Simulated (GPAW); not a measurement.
## SnSe: relaxation of cell and atoms with revPBE

SnSe:

```
CELL_PARAMETERS angstrom
0.00000 3.01000 3.01000
3.01000 0.00000 3.01000
3.01000 3.01000 0.00000
ATOMIC_POSITIONS crystal
Sn 0.00000 0.00000 0.00000
Se 0.50000 0.50000 0.50000
```

Measurements of this composition are mostly on another form, of space group No. 62.

```yaml
Program: GPAW 26.7.0
Task: relaxation of cell and atoms
Functional: revPBE
Potentials_or_basis: the program's PAW data sets (release 1.2.1) made for this functional
Cutoff: 600 eV
Basis: pw
k_mesh: 8 × 8 × 8
Occupations: fermi-dirac, width 0.05 eV
Spin: no spin polarisation
Target_pressure: 10 GPa
Maxiter: 150
Optimizer: BFGS
Fmax: 0.02 eV/Å
Max_steps: 100
Target_pressure: 10 GPa
Convergence: density=1e-05 forces=0.0001
```

```
Relaxed volume                                         : 24.26 Å³/atom
Relaxed cell                                           : a = 4.094 Å, b = 4.094 Å, c = 4.094 Å, α = 60.00°, β = 60.00°, γ = 60.00°
Space group after relaxing (to 0.05 Å)                 : Fm-3m (No. 225)
Energy change on relaxing (the enthalpy is what falls) : +104.4 meV/atom
Ionic steps                                            : 4
Pressure after relaxing                                : 9.9 GPa
Band gap on the k mesh                                 : 0.72 eV, indirect (least direct gap 0.91 eV)
```

Step by step:
| step | energy change (eV) | largest force (eV/Å) | pressure (GPa) | volume (Å³) |
| --- | --- | --- | --- | --- |
| 1 | 0.0000 | 0.0000 | 1.94 | 54.54 |
| 2 | 0.0273 | 0.0000 | 3.61 | 52.96 |
| 3 | 0.2423 | 0.0000 | 10.86 | 48.01 |
| 4 | 0.2088 | 0.0000 | 9.93 | 48.53 |

Final structure:
```yaml
crystal:
  lattice:
    - [0.00000, 2.89504, 2.89504]
    - [2.89504, 0.00000, 2.89504]
    - [2.89504, 2.89504, 0.00000]
  atoms:
    - { symbol: Sn, position: [0.00000, 0.00000, 0.00000] }
    - { symbol: Se, position: [0.50000, 0.50000, 0.50000] }
```

Levels at points of the mesh, in eV from the valence-band top:
```
           k point  band 7  band 8  band 9  band 10  band 11  band 12  band 13  band 14
(0.00, 0.00, 0.00)   -4.64   -2.62   -2.62    -2.62     4.73     4.73     4.73     5.66
(0.50, 0.50, 0.00)   -6.38   -6.05   -4.29    -4.29     2.57     6.00     6.00     6.72
(0.50, 0.50, 0.50)   -8.74   -2.34   -2.34    -0.12     1.03     1.11     1.11     8.56
```

Wall time 71 s on 1 thread of Arm Neoverse V1 (shared host), peak memory 0.22 GiB.

Caveat: later steps reuse the first step's grids; spin-orbit coupling is left out, which moves the levels of the heavy elements. A k mesh can miss the band edges.
